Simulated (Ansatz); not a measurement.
# Te: pressure against volume

The task here is to estimate one member of a computed series from the others.

Program: Ansatz 0.2.0. Level of theory: DFT PBE, scalar-relativistic. These are calculated values, not measurements.

## The structure to begin with

Symmetry: P3_121, No. 152, trigonal system. The conventional cell has a = 4.458 Å, b = 4.458 Å, c = 5.925 Å, α = 90.00°, β = 90.00°, γ = 120.00°. Te (site symmetry 2) is surrounded by 2 Te at 2.79 Å.

Structure file:

```xyz
3
Lattice="4.4580 0.0000 0.0000 -2.2290 3.8607 0.0000 0.0000 0.0000 5.9250" Properties=species:S:1:pos:R:3 pbc="T T T"
Te    3.3212    0.0000    1.9750
Te   -1.6606    2.8763    3.9500
Te    0.5684    0.9845    0.0000
```

Atoms are numbered in the order of the input: Te1, Te2, Te3.

Set-up of the first run:

input.yaml reads:

```yaml
crystal:
  lattice:
    - [4.397748837, 0.0, 0.0]
    - [-2.1988744185, 3.8085622123, 0.0]
    - [0.0, 0.0, 5.8449226162]
  atoms:
    - { symbol: Te, position: [0.745, 0.0, 0.3333333333] }
    - { symbol: Te, position: [0.0, 0.745, 0.6666666667] }
    - { symbol: Te, position: [0.255, 0.255, 0.0] }
kpoints:
  mp_grid: { grid: [9, 9, 6] }
  band_path:
    path:
      - [0.0, 0.0, 0.0]
      - [0.5, 0.0, 0.0]
      - [0.3333333333, 0.3333333333, 0.0]
      - [0.0, 0.0, 0.0]
      - [0.0, 0.0, 0.5]
      - [0.5, 0.0, 0.5]
      - [0.3333333333, 0.3333333333, 0.5]
      - [0.0, 0.0, 0.5]
      - [0.5, 0.0, 0.5]
    npoints: 5
scf:
  occupations: { method: fermi_dirac, width: 0.08 }
hamiltonian:
  xc: pbe
  pseudopotentials: { kind: all_electron, lapw: { basis_error: 0.0005 } }
output:
  forces: true
  stress: true
  eigenvalues: true
```

Command:

```console
$ ansatz run input.yaml --threads 1 --pin off --max-ram 4096MiB --backend cpu --events-out ev --progress --plain --runs-dir out
```

Steps of the session up to this table: Volume × 0.96, LAPW; Volume × 0.96, PAW; Volume × 0.96, crystal datasets; Volume × 0.99, LAPW; Volume × 0.99, PAW; Volume × 0.99, crystal datasets; Volume × 1.02, LAPW; Volume × 1.02, PAW; Volume × 1.02, crystal datasets; Volume × 1.06, LAPW; Volume × 1.06, PAW; Volume × 1.06, crystal datasets.

One table of the session follows, with a row left open; its other results are not shown here.

| method | volume (Å³/atom) | pressure (GPa) | largest force (eV/Å) |
| --- | --- | --- | --- |
| LAPW | 32.632 | 5.65 | 0.920 |
| LAPW | 33.652 | 3.72 | 0.685 |
| LAPW | 34.672 | ? | ? |
| LAPW | 36.032 | 0.27 | 0.223 |
| PAW | 32.632 | 5.64 | 0.924 |
| PAW | 33.652 | 3.72 | 0.689 |
| PAW | 34.672 | 2.08 | 0.477 |
| PAW | 36.032 | 0.26 | 0.226 |
| crystal datasets | 32.632 | 5.65 | 0.920 |
| crystal datasets | 33.652 | 3.72 | 0.685 |
| crystal datasets | 34.672 | 2.09 | 0.474 |
| crystal datasets | 36.032 | 0.27 | 0.223 |

**Question.** Estimate the row for LAPW, 34.672.

The run gave: pressure (GPa): 2.09; largest force (eV/Å): 0.473.

Limits of these values: Warnings in the runs' records: gradients without spin orbit, crystal datasets made.
